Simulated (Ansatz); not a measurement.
## BaS: one input, then a changed one

The cell is built from the wurtzite type as a first guess.

First run: DFT, PBE, PAW with Ansatz's default frozen-core files, scalar-relativistic (Ansatz 0.2.0).

Command: `ansatz run input.yaml --threads 1 --pin off --max-ram 3072MiB --backend cpu --events-out ev --progress --plain --runs-dir out` The run took about 140 s on 1 thread of a shared machine.

```yaml
crystal:
  lattice:
    - [4.5558582445, 0.0, 0.0]
    - [-2.2779291223, 3.9454889758, 0.0]
    - [0.0, 0.0, 7.4260489385]
  atoms:
    - { symbol: Ba, position: [0.3333333333, 0.6666666667, 0.0] }
    - { symbol: Ba, position: [0.6666666667, 0.3333333333, 0.5] }
    - { symbol: S, position: [0.3333333333, 0.6666666667, 0.376] }
    - { symbol: S, position: [0.6666666667, 0.3333333333, 0.876] }
kpoints:
  mp_grid: { grid: [8, 8, 5] }
scf:
  occupations: { method: fermi_dirac, width: 0.03 }
hamiltonian:
  xc: pbe
  pseudopotentials: { kind: paw }
output:
  forces: true
  stress: true
  write_density: true
  write_potential: true
  elf: true
  volumetric_format: npy
relax:
  f_tol: 0.005
  max_steps: 80
  cell: {}
```

Result: converged; relaxed volume 40.013 Å³/atom; 83 SCF iterations in all.

No spin–orbit coupling, which matters for the heavy atoms here.

The input is then changed:

```diff
@@ -10,5 +10,5 @@
     - { symbol: S, position: [0.6666666667, 0.3333333333, 0.876] }
 kpoints:
-  mp_grid: { grid: [8, 8, 5] }
+  mp_grid: { grid: [4, 4, 2] }
 scf:
   occupations: { method: fermi_dirac, width: 0.03 }
@@ -19,11 +19,9 @@
   forces: true
   stress: true
-  write_density: true
-  write_potential: true
-  elf: true
-  volumetric_format: npy
 relax:
   f_tol: 0.005
   max_steps: 80
   cell: {}
+basis:
+  xc_grid: 1
```

Task: What does the second run give?

Result: It converged; relaxed volume 40.213 Å³/atom; 87 SCF iterations in all. Some of these settings are too coarse for converged properties.

The results part of its log:

```
basis re-selected at this cell: Δ(F+E_penalty+E_count) = -4.400e-6 eV, ΔP = +0.000 GPa vs the last step (what re-selecting the basis moved, of the pressure what is left beyond the Pulay correction that the steps carried, after the strain that the cell walked since its last selection, with what the two solves' SCF thresholds leave and, on support functions, any second-order correction that the steps lacked; it is no measure of the basis error at this ecutwfc). This SCF's stress stands 8.59e-3 GPa from its target on what of the cell is left free (relax.cell.stress_tol is 5.00e-2 GPa) and its largest allowed force component is 6.98e-5 eV/Å (relax.f_tol is 5.00e-3 eV/Å): within both
SCF converged after 5 iterations
Free energy (F): -13711.251129 eV
Harris-Foulkes:  -13711.251129 eV  (|F-HF|=3.64e-12)
Internal energy: -13711.251129 eV  (E = F + TS)
E sigma→0 (E₀):  -13711.251129 eV
Fermi energy:    5.286803 eV
--- Per-component energies (eV) ---
  E_band       = -163.918854
  E_kinetic    = 551.914511
  E_local      = -1120.489854  (includes V_loc(G=0)·N_el)
  E_nonlocal   = 170.283938
  E_hartree    = 382.317374
  E_xc         = -532.651517
  E_vxc        = -448.886877  (∫ρ·V_xc dr)
  E_paw        = -11652.190091  (= ΣΔE_a)
  E_vpaw       = -81.375370  (= ΣTr[D̂ρ^β])
  E_aug_tail   = -0.000000  (compensation charges beyond the density's cutoff)
  E_ewald      = -1510.435489
  E_smearing   = -0.000000  (= −TS)
  E_closure    = -0.000000  (closes the sum)
  Σ components = -13711.251129   (vs F -13711.251129, Δ=0.00e0)
--- Forces (eV/Å), atoms counted from 1 ---
  atom   1  Ba    -0.00000000    -0.00000000    -0.00006990
  atom   2  Ba    -0.00000000     0.00000000    -0.00006990
  atom   3  S      0.00000000    -0.00000000     0.00006961
  atom   4  S      0.00000000     0.00000000     0.00006961
  max |Σ_I F_I| component: 5.80e-7 eV/Å
--- Stress (GPa, compression-positive) ---
        0.008594      -0.000000      -0.000000
        0.000000       0.008594       0.000000
       -0.000000       0.000000      -0.005466
  P = ⅓ Tr σ = 0.0039 GPa (0.039 kbar)
--- Relaxed structure (12 steps of the walk, 12 accepted, 2 SCFs on fresh bases) ---
  F+E_penalty+E_count = -13711.25112863 eV   max|allowed force component| = 6.975e-5 eV/Å   (the final SCF, on the basis selected at the relaxed cell)
  cell:  # Å, volume = 160.8510 Å³
    - [5.368602020563304, 3.401739819226108e-11, -5.722860401244641e-34]
    - [-2.684301010311112, 4.64934573259928, 4.34827294759351e-34]
    - [-9.32826245397626e-34, 2.798478736192877e-34, 6.4442239608487775]
  atoms:
    - { symbol: Ba, position: [0.33333333333333337, 0.6666666666666666, -0.06199649459501] }
    - { symbol: Ba, position: [0.6666666666666666, 0.3333333333333333, 0.43800350540498983] }
    - { symbol: S, position: [0.33333333333333337, 0.6666666666666666, 0.43799649459501017] }
    - { symbol: S, position: [0.6666666666666666, 0.3333333333333333, 0.9379964945950099] }
```
